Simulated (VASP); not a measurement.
Wanted: the native input for a VASP 6.6.1 run.

* Task: single point
* Functional: r2SCAN
* Potentials or basis: VASP PAW PBE potentials, release 64 (Mg, O)
* Cutoff: 520 eV
* k mesh: 10 × 10 × 10
* Occupations: gaussian, width 0.01 eV
* Spin: no spin polarisation
* Dipole correction: no
* Further INCAR settings: ALGO = Normal; EDIFF = 1e-06; NBANDS = 11

MgO:

```
CELL_PARAMETERS angstrom
0.00000 2.41847 2.41847
2.41847 0.00000 2.41847
2.41847 2.41847 0.00000
ATOMIC_POSITIONS crystal
Mg 0.00000 0.00000 0.00000
O 0.25000 0.25000 0.25000
```

The cell was built by a generator and needn't be a form met in nature.

The cell isn't the ideal one: hydrostatic strain +6.0%.

One way to write it, as run:

POSCAR

```
MgO
1.0
    0.0000000000      2.4184696010      2.4184696010
    2.4184696010      0.0000000000      2.4184696010
    2.4184696010      2.4184696010      0.0000000000
Mg O
1 1
Direct
    0.0000000000      0.0000000000      0.0000000000
    0.2500000000      0.2500000000      0.2500000000
```

INCAR.step1

```
SYSTEM = MgO
ALGO = Normal
EDIFF = 1E-4
ENCUT = 520
GGA = PE
ISMEAR = 0
LASPH = .TRUE.
LCHARG = .FALSE.
LREAL = .FALSE.
LWAVE = .TRUE.
NBANDS = 11
NELM = 100
PREC = Accurate
SIGMA = 0.01
```

INCAR.step2

```
SYSTEM = MgO
ALGO = Normal
EDIFF = 1E-6
ENCUT = 520
ISIF = 2
ISMEAR = 0
ISTART = 1
LASPH = .TRUE.
LCHARG = .FALSE.
LMIXTAU = .TRUE.
LREAL = .FALSE.
LWAVE = .FALSE.
METAGGA = R2SCAN
NBANDS = 11
NELM = 100
PREC = Accurate
SIGMA = 0.01
```

KPOINTS

```
k-points
0
G
  10 10 10
  0 0 0
```

Potentials or basis: VASP PAW PBE potentials, release 64 (Mg, O).

The run is started by

```sh
$ cat potpaw_PBE.64/Mg/POTCAR potpaw_PBE.64/O/POTCAR > POTCAR
$ cp INCAR.step1 INCAR
$ mpirun -np 1 vasp_std > vasp.out
$ cp INCAR.step2 INCAR
$ mpirun -np 1 vasp_std > vasp.out
```

Results of the run:

- Pressure: -16.0 GPa
- Band gap on the k mesh: 3.36 eV, direct

Caveat: so large a pressure means that the cell lies far from this level's equilibrium, or that cutoff or potentials fall short; the potentials were made for another functional, which shifts forces and pressure.

Wall time 40 s on 1 thread of AMD EPYC 9R45 (Zen 5) (shared host), peak memory 0.14 GiB.
